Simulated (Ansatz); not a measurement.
# Al in Ansatz: convergence with smearing width

Input of the first run (smearing width 0.3 eV); the others differ in this setting and in those tied to it:

input.yaml

```yaml
crystal:
  lattice:
    - [2.72176, 0.0, 0.0]
    - [0.0, 2.72176, 0.0]
    - [0.0, 0.0, 2.72176]
  atoms:
    - { symbol: Al, position: [0.0, 0.0, 0.0] }
hamiltonian:
  xc: lda
  pseudopotentials: { kind: paw }
kpoints:
  mp_grid: { grid: [8, 8, 8] }
scf:
  occupations: { method: cold, width: 0.3 }
output:
  forces: true
  stress: true
  eigenvalues: true
```

Potentials or basis: Ansatz PAW.

Command:

```console
$ ansatz run input.yaml --threads 2 --pin off --max-ram 5632MiB --backend cpu --events-out ev --progress --plain --runs-dir out
```

The cell was built by a generator and needn't be a form met in nature.

Hardware: 2 threads of Arm Neoverse V2 (shared host).

```tsv
smearing width	energy less the tightest run, at zero smearing (meV/atom)	pressure (GPa)	SCF cycles	CPU time (s)	peak memory (GiB)
0.3 eV	-1.23	-2.99	5	0.38	0.23
0.2 eV	-1.24	-2.76	5	0.38	0.23
0.15 eV	-0.52	-2.64	5	0.38	0.23
0.1 eV	-0.23	-2.49	5	0.38	0.23
0.05 eV	-0.21	-2.41	5	0.38	0.23
0.025 eV	-0.08	-2.45	5	0.39	0.23
0.01 eV	-0.02	-2.45	5	0.39	0.23
0.005 eV	0.00	-2.45	5	0.38	0.23
```

Against the tightest run, the energy stays within 1 meV/atom from 0.15 eV on; the pressure stays within 0.1 GPa from 0.1 eV on. Narrower smearing needs a denser k mesh, so at a fixed mesh the narrowest width isn't the most accurate. The tightest run that finished is the yardstick and may itself not be fully converged.

Caveat, for the tightest run too: the PAW data sets come from PBE, with cores solved anew for the run's functional, which leaves a small shift of forces and pressure.
